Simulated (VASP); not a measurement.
# MgSe (Fm-3m) in VASP: a series of runs, part 2 of 2

VASP 6.6.1.

## (3) Relaxation of cell and atoms, r2SCAN

This run uses another cell than the first one, of 20.90 Å³/atom, 1.020 times its volume.

File POSCAR:

```
MgSe
1.0
    0.0000000000      2.7544736808      2.7544736808
    2.7544736808      0.0000000000      2.7544736808
    2.7544736808      2.7544736808      0.0000000000
Mg Se
1 1
Direct
    0.0000000000      0.0000000000      0.0000000000
    0.5000000000      0.5000000000      0.5000000000
```

File INCAR.step1:

```
SYSTEM = MgSe
ALGO = Normal ; EDIFF = 1E-4
ENCUT = 600 ; GGA = PE
ISMEAR = -1 ; LASPH = .True.
LCHARG = .False. ; LREAL = .False.
LWAVE = .True. ; NELM = 100
PREC = Accurate ; SIGMA = 0.02
```

File INCAR.step2:

```
SYSTEM = MgSe
ALGO = Normal ; EDIFF = 1E-7
EDIFFG = -0.005 ; ENCUT = 600
IBRION = 2 ; ISIF = 3
ISMEAR = -1 ; ISTART = 1
LASPH = .True. ; LCHARG = .False.
LMIXTAU = .True. ; LREAL = .False.
LWAVE = .False. ; METAGGA = R2SCAN
NELM = 100 ; NSW = 80
PREC = Accurate ; SIGMA = 0.02
```

File KPOINTS:

```
k-points
0
Gamma
  8 8 8
  0 0 0
```

Potentials or basis: VASP PAW PBE potentials, release 64 (Mg, Se).

Command:

```console
> cat potpaw_PBE.64/Mg/POTCAR potpaw_PBE.64/Se/POTCAR > POTCAR
> cp INCAR.step1 INCAR
> mpirun -np 1 vasp_std > vasp.out
> cp INCAR.step2 INCAR
> mpirun -np 1 vasp_std > vasp.out
```

OUTCAR:

```text
SYSTEM = MgSe
   EDIFF = 1E-7
   EDIFFG = -0.005
   ENCUT = 600
   IBRION = 2
   ISIF = 3
   ISMEAR = -1
   ISTART = 1
   LASPH = .True.
   LREAL = .False.
   METAGGA = R2SCAN
   NELM = 100
   NSW = 80
   PREC = Accurate

 ion  position               nearest neighbor table
   1  0.000  0.000  0.000-   2 2.75   2 2.75   2 2.75   2 2.75   2 2.75   2 2.75
   2  0.500  0.500  0.500-   1 2.75   1 2.75   1 2.75   1 2.75   1 2.75   1 2.75

  LATTYP: Found a face centered cubic cell.
 ALAT       =     5.5089473616

  Lattice vectors:

 A1 = (   0.0000000000,   2.7544736808,   2.7544736808)
 A2 = (   2.7544736808,   0.0000000000,   2.7544736808)
 A3 = (   2.7544736808,   2.7544736808,   0.0000000000)

Analysis of symmetry for initial positions (statically):
=====================================================================
 Subroutine PRICEL returns:
 Original cell was already a primitive cell.

 Routine SETGRP: Setting up the symmetry group for a
 face centered cubic supercell.

 Subroutine GETGRP returns: Found 48 space group operations
 (whereof 48 operations were pure point group operations)
 out of a pool of 48 trial point group operations.

The static configuration has the point symmetry O_h .

[... 170 lines left out ...]
  in kB      -15.7581907    -15.7581907    -15.7581907     -0.0000000      0.0000000      0.0000000
  external PRESSURE =     -15.7581907 kB  Pullay stress =       0.0000000 kB
[... 59 lines left out ...]
--------------------------------------- Ionic step        3  -------------------------------------------

 number of electron       8.0000000 magnetization

 Free energy of the ion-electron system (eV)
  ---------------------------------------------------
  ext. energy  EPLUGINS =         0.00000000
  ---------------------------------------------------
  free energy    TOTEN  =       -21.38103308 eV

  energy without entropy =      -21.38103308  energy(sigma->0) =      -21.38103308

 E-fermi :   3.3394     XC(G=0):  -9.8263

 val. band max:        2.9109721397   @ k =   0.0000   0.0000   0.0000
 cond. band min:       5.3598674034   @ k =   0.5000   0.5000   0.0000
 fundamental gap:      2.4488952638
 Fermi energy:         3.3394190047

 k-point     1 :       0.0000    0.0000    0.0000
  band No.  band energies     occupation
      1     -10.4375      2.00000
      2       2.9110      2.00000
      3       2.9110      2.00000
      4       2.9110      2.00000
      5       6.3563      0.00000
      6      10.9386      0.00000
      7      10.9386      0.00000
      8      10.9386      0.00000
[... 243 lines left out ...]
 k-point    24 :      -0.3750    0.2500    0.1250
  band No.  band energies     occupation
      1      -9.1202      2.00000
      2      -1.5035      2.00000
      3       0.6940      2.00000
      4       1.6961      2.00000
      5       8.2847      0.00000
      6       9.0020      0.00000
      7      11.3378      0.00000
      8      12.7548      0.00000

 [... further k-points ...]

------------------------ aborting loop because EDIFF is reached ----------------------------------------

  FORCE on cell =-STRESS in cart. coord.  units (eV):
  Direction    XX          YY          ZZ          XY          YZ          ZX
  --------------------------------------------------------------------------------------
  -------------------------------------------------------------------------------------
  Total        0.0017595      0.0017595      0.0017595      0.0000000      0.0000000      0.0000000
  in kB        0.0691385      0.0691385      0.0691385      0.0000000      0.0000000      0.0000000
  external PRESSURE =       0.0691385 kB  Pullay stress =       0.0000000 kB
[... 17 lines left out ...]
  FREE ENERGIE OF THE ION-ELECTRON SYSTEM (eV)
  ---------------------------------------------------
  free  energy   TOTEN  =       -21.3810330804 eV

  energy  without entropy=      -21.3810330804  energy(sigma->0) =      -21.38103308

 reached required accuracy - stopping structural energy minimisation
```

OSZICAR.step1:

```text
N       E                     dE             d eps       ncg     rms          rms(c)
DAV:   1     0.275711324586E+02    0.27571E+02   -0.37120E+03   464   0.889E+02
DAV:   2    -0.649378590988E+01   -0.34065E+02   -0.33232E+02   576   0.104E+02
DAV:   3    -0.779846145227E+01   -0.13047E+01   -0.13047E+01   576   0.279E+01
DAV:   4    -0.780320021528E+01   -0.47388E-02   -0.47388E-02   680   0.196E+00
DAV:   5    -0.780320437643E+01   -0.41612E-05   -0.41612E-05   640   0.528E-02    0.293E+00
DAV:   6    -0.753508021594E+01    0.26812E+00   -0.57359E-01   512   0.352E+00    0.186E+00
DAV:   7    -0.749107797289E+01    0.44002E-01   -0.23432E-01   592   0.241E+00    0.929E-01
DAV:   8    -0.749048113010E+01    0.59684E-03   -0.96538E-03   528   0.720E-01    0.205E-01
DAV:   9    -0.749044492011E+01    0.36210E-04   -0.12988E-04   616   0.862E-02
   1 F= -.74904449E+01 E0= -.74904449E+01  d E =-.386886E-10
```

Wall time 67 s (1 thread of Intel Xeon 6975P-C (Granite Rapids), shared host); peak memory 0.2 GiB.

What came out:

```yaml
Free_energy: -21.3810 eV
Relaxed_volume: 20.39 Å³/atom
Relaxed_cell: a = 3.863 Å, b = 3.863 Å, c = 3.863 Å, α = 60.00°, β = 60.00°, γ = 60.00°
Space_group_after_relaxing_to_0.05_Å: Fm-3m (No. 225)
Energy_gained_by_relaxing: 2.6 meV/atom
Ionic_steps: 3
Pressure_after_relaxing: 0.0 GPa
Band_gap_on_the_k_mesh: 2.45 eV, indirect (least direct gap 3.45 eV)
```

Step by step:
```
step  energy change (eV)  largest force (eV/Å)  pressure (GPa)  volume (Å³)
   1              0.0000                0.0000           -1.58        41.80
   2             -0.0049                0.0000            0.35        40.57
   3             -0.0052                0.0000            0.01        40.77
```

Final structure:
```cif
data_structure
_symmetry_space_group_name_H-M 'P 1'
_symmetry_Int_Tables_number 1
_cell_length_a 3.8633
_cell_length_b 3.8633
_cell_length_c 3.8633
_cell_angle_alpha 60.000
_cell_angle_beta 60.000
_cell_angle_gamma 60.000
_cell_volume 40.77
loop_
_atom_site_label
_atom_site_type_symbol
_atom_site_fract_x
_atom_site_fract_y
_atom_site_fract_z
_atom_site_occupancy
Mg1 Mg 0.00000 0.00000 0.00000 1
Se1 Se 0.50000 0.50000 0.50000 1
```

Levels at points of the mesh, in eV from the valence-band top:
| k point | band 1 | band 2 | band 3 | band 4 | band 5 | band 6 | band 7 | band 8 |
| --- | --- | --- | --- | --- | --- | --- | --- | --- |
| (0.00, 0.00, 0.00) | -13.35 | 0.00 | 0.00 | 0.00 | 3.45 | 8.03 | 8.03 | 8.03 |
| (0.50, 0.00, 0.00) | -12.21 | -4.94 | -0.60 | -0.60 | 4.51 | 6.70 | 6.70 | 9.61 |
| (0.50, 0.50, 0.00) | -11.87 | -4.29 | -1.80 | -1.80 | 2.45 | 4.55 | 12.79 | 13.23 |

Caveat: the PAW data sets were made with another functional, which shifts forces and pressure a little.

## (4) Single point, HSE06, non-collinear spin, zero start, spin-orbit coupling

File POSCAR:

```
MgSe
1.0
    0.0000000000      2.7362756101      2.7362756101
    2.7362756101      0.0000000000      2.7362756101
    2.7362756101      2.7362756101      0.0000000000
Mg Se
1 1
Direct
    0.0000000000      0.0000000000      0.0000000000
    0.5000000000      0.5000000000      0.5000000000
```

File INCAR.step1:

```
  PREC = Accurate
  ENCUT = 520
  EDIFF = 1E-5
  ISMEAR = 0
  SIGMA = 0.01
  LREAL = F
  LASPH = T
  NELM = 150
  ALGO = Normal
  ISIF = 2
  LWAVE = T
  LCHARG = F
  MAGMOM = 0 0 0 0 0 0
  LORBIT = 11
  LSORBIT = T
  GGA_COMPAT = F
  LORBMOM = T
  GGA = PE
  NBANDS = 20
```

File INCAR.step2:

```
  PREC = Accurate
  ENCUT = 520
  EDIFF = 1E-6
  ISMEAR = 0
  SIGMA = 0.01
  LREAL = F
  LASPH = T
  NELM = 150
  ALGO = Normal
  ISIF = 2
  LWAVE = F
  LCHARG = F
  MAGMOM = 0 0 0 0 0 0
  LORBIT = 11
  LSORBIT = T
  GGA_COMPAT = F
  LORBMOM = T
  GGA = PE
  LHFCALC = T
  HFSCREEN = 0.2079
  PRECFOCK = Normal
  ISTART = 1
  NBANDS = 20
```

File KPOINTS:

```
Automatic mesh
0
Gamma
  4 4 4
```

Potentials or basis: VASP PAW PBE potentials, release 64 (Mg, Se).

Command:

```console
> cat potpaw_PBE.64/Mg/POTCAR potpaw_PBE.64/Se/POTCAR > POTCAR
> cp INCAR.step1 INCAR
> mpirun -np 1 vasp_ncl > vasp.out
> cp INCAR.step2 INCAR
> mpirun -np 1 vasp_ncl > vasp.out
```

OUTCAR:

```text
PREC = Accurate
   ENCUT = 520
   EDIFF = 1E-6
   ISMEAR = 0
   LREAL = F
   LASPH = T
   NELM = 150
   ISIF = 2
   LORBIT = 11
   LSORBIT = T
   GGA = PE
   LHFCALC = T
   HFSCREEN = 0.2079
   PRECFOCK = Normal
   ISTART = 1

 ion  position               nearest neighbor table
   1  0.000  0.000  0.000-   2 2.74   2 2.74   2 2.74   2 2.74   2 2.74   2 2.74
   2  0.500  0.500  0.500-   1 2.74   1 2.74   1 2.74   1 2.74   1 2.74   1 2.74

  LATTYP: Found a face centered cubic cell.
 ALAT       =     5.4725512202

  Lattice vectors:

[... 467 lines left out ...]
    -0.0000004    -0.0000004    -0.0000015     0.0000000    -0.0000005
    -0.0000020    -0.0000005     0.0000000    -0.0000005     0.0000000
 l=   3
     0.0000000     0.0000000     0.0000000     0.0000000     0.0000000     0.0000000     0.0000000
     0.0000000     0.0000000     0.0000000     0.0000000     0.0000000     0.0000000     0.0000000
     0.0000000     0.0000000     0.0000000     0.0000000     0.0000000     0.0000000     0.0000000
     0.0000000     0.0000000     0.0000000     0.0000000     0.0000000     0.0000000     0.0000000
     0.0000000     0.0000000     0.0000000     0.0000000     0.0000000     0.0000000     0.0000000
     0.0000000     0.0000000     0.0000000     0.0000000     0.0000000     0.0000000     0.0000000
     0.0000000     0.0000000     0.0000000     0.0000000     0.0000000     0.0000000     0.0000000

 total charge

# of ion       s       p       d       tot
------------------------------------------
    1        0.131   0.118   0.033   0.282
    2        1.440   2.567   0.009   4.016
--------------------------------------------------
tot          1.571   2.685   0.042   4.298

 magnetization (x)

# of ion       s       p       d       tot
------------------------------------------
    1        0.000   0.000  -0.000  -0.000
    2        0.000   0.000  -0.000  -0.000
--------------------------------------------------
tot          0.000   0.000  -0.000  -0.000

 magnetization (y)

# of ion       s       p       d       tot
------------------------------------------
    1        0.000   0.000   0.000   0.000
    2        0.000  -0.000   0.000  -0.000
--------------------------------------------------
tot          0.000  -0.000   0.000  -0.000

 magnetization (z)

# of ion       s       p       d       tot
------------------------------------------
    1        0.000   0.000  -0.000  -0.000
    2        0.000   0.000  -0.000   0.000
--------------------------------------------------
tot          0.000   0.000  -0.000   0.000
```

OSZICAR.step1:

```text
N       E                     dE             d eps       ncg     rms          rms(c)
DAV:   1     0.290802777502E+02    0.29080E+02   -0.29315E+03   320   0.645E+02
DAV:   2    -0.530805415830E+01   -0.34388E+02   -0.31061E+02   424   0.119E+02
DAV:   3    -0.774596158463E+01   -0.24379E+01   -0.24215E+01   412   0.317E+01
DAV:   4    -0.776282160052E+01   -0.16860E-01   -0.16856E-01   368   0.316E+00
DAV:   5    -0.776293849383E+01   -0.11689E-03   -0.11689E-03   396   0.274E-01    0.300E+00
DAV:   6    -0.748268270897E+01    0.28026E+00   -0.22564E-01   332   0.288E+00    0.186E+00
DAV:   7    -0.743619918069E+01    0.46484E-01   -0.14183E-01   352   0.219E+00    0.100E+00
DAV:   8    -0.743595565199E+01    0.24353E-03   -0.43937E-03   360   0.438E-01    0.564E-01
DAV:   9    -0.743608508779E+01   -0.12944E-03   -0.11338E-03   372   0.255E-01    0.177E-01
DAV:  10    -0.743605132554E+01    0.33762E-04   -0.35321E-05   360   0.434E-02    0.110E-01
DAV:  11    -0.743605436677E+01   -0.30412E-05   -0.58079E-05   348   0.440E-02
   1 F= -.74360544E+01 E0= -.74360544E+01  d E =-.319742E-16  mag=     0.0000     0.0000    -0.0000
```

Wall time 5.8 min (1 thread of Intel Xeon 6975P-C (Granite Rapids), shared host); peak memory 0.38 GiB.

What came out:

| Property | Result |
| --- | --- |
| Free energy | -8.7261 eV |
| Pressure | -0.2 GPa |
| Net moment | 0.00 μB per cell |
| Valence electrons inside the program's atomic spheres | Mg 0.28; Se 4.02 |

Moments on the atoms (μB; x, y, z):
```
Mg  0.00 0.00 0.00
Se  0.00 0.00 0.00
```

Caveat: the k mesh is coarse (spacing up to 0.50 Å⁻¹), so the values aren't converged, least of all with exact exchange; the PAW data sets were made with another functional, which shifts forces and pressure a little.

## (5) Overview

```tsv
task	level	spin	cell	k mesh	cutoff (eV)	smearing	exchange at q = 0	grid for exact exchange (PRECFOCK)	screening parameter	mesh quality	gap on the mesh (eV)	pressure (GPa)
single point	r2SCAN	off	Fm-3m, 20.49 Å³/atom	8 × 8 × 8	520	fermi-dirac 0.02 eV	-	-	-	not flagged	2.44	-0.3
relaxation of cell and atoms	r2SCAN	off	relaxed	8 × 8 × 8	600	fermi-dirac 0.02 eV	-	-	-	not flagged	2.45	0.0
single point	HSE06	non-collinear, zero start, SOC	Fm-3m, 20.49 Å³/atom	4 × 4 × 4	520	gaussian 0.01 eV	truncated	Normal	0.2079 1/A	coarse	-	-0.2
```

Alike in all rows: potentials or basis VASP PAW PBE potentials, release 64 (Mg, Se).

Caveats: some runs use coarse meshes; the PAW data sets were made with another functional, which shifts forces and pressure a little.

Absolute energies hang on the potentials; compare differences alone.
